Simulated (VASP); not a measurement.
**Ru: relaxation of cell and atoms with PBEsol**

Crystal: Ru.

```
Ru
1.0
    -1.50369    1.50369    1.50369
     1.50369   -1.50369    1.50369
     1.50369    1.50369   -1.50369
Ru
1
Cartesian
  0.0000 0.0000 0.0000
```

This isn't the form of Ru at room conditions, which is hcp.

```yaml
Program: VASP 6.6.1
Task: relaxation of cell and atoms
Functional: PBEsol
Potentials_or_basis: VASP PAW PBE potentials, release 64 (Ru_pv)
Cutoff: 600 eV
k_mesh: 20 × 20 × 20
Occupations: gaussian, width 0.1 eV
Spin: no spin polarisation
Further_INCAR_settings: ALGO = Normal; EDIFF = 1e-07; IBRION = 2; EDIFFG = -0.005; NSW = 90; ISIF = 3
```

```yaml
Relaxed_volume: 13.75 Å³/atom
Relaxed_cell: a = 2.614 Å, b = 2.614 Å, c = 2.614 Å, α = 109.47°, β = 109.47°, γ = 109.47°
Space_group_after_relaxing_to_0.05_Å: Im-3m (No. 229)
Energy_gained_by_relaxing: 1.5 meV/atom
Ionic_steps: 3
Pressure_after_relaxing: 0.0 GPa
Band_gap_on_the_k_mesh: none (metal or under the smearing width)
```

Step by step:
| step | energy change (eV) | largest force (eV/Å) | pressure (GPa) | volume (Å³) |
| --- | --- | --- | --- | --- |
| 1 | 0.0000 | 0.0000 | 3.44 | 13.60 |
| 2 | 0.0113 | 0.0000 | -9.15 | 14.18 |
| 3 | -0.0015 | 0.0000 | -0.04 | 13.75 |

Final structure:
```xyz
1
Lattice="-1.5091 1.5091 1.5091 1.5091 -1.5091 1.5091 1.5091 1.5091 -1.5091" Properties=species:S:1:pos:R:3 pbc="T T T"
Ru    0.0000    0.0000    0.0000
```

Levels at points of the mesh, in eV from the Fermi level:
| k point | band 4 | band 5 | band 6 | band 7 | band 8 | band 9 | band 10 | band 11 |
| --- | --- | --- | --- | --- | --- | --- | --- | --- |
| (0.00, 0.00, 0.00) | -8.15 | -2.87 | -2.87 | -2.87 | -0.10 | -0.10 | 10.38 | 17.12 |
| (0.50, 0.00, 0.00) | -6.33 | -4.67 | -0.11 | 0.38 | 1.15 | 2.52 | 10.29 | 10.49 |
| (0.50, 0.50, 0.50) | -6.43 | -6.43 | 1.89 | 1.89 | 1.89 | 9.35 | 9.35 | 9.35 |

Wall time 44 s on 1 thread of Intel(R) Xeon(R) Platinum 8488C (Sapphire Rapids) (shared host), peak memory 0.18 GiB.

Caveat: the PAW data sets were made with another functional, which shifts forces and pressure a little.
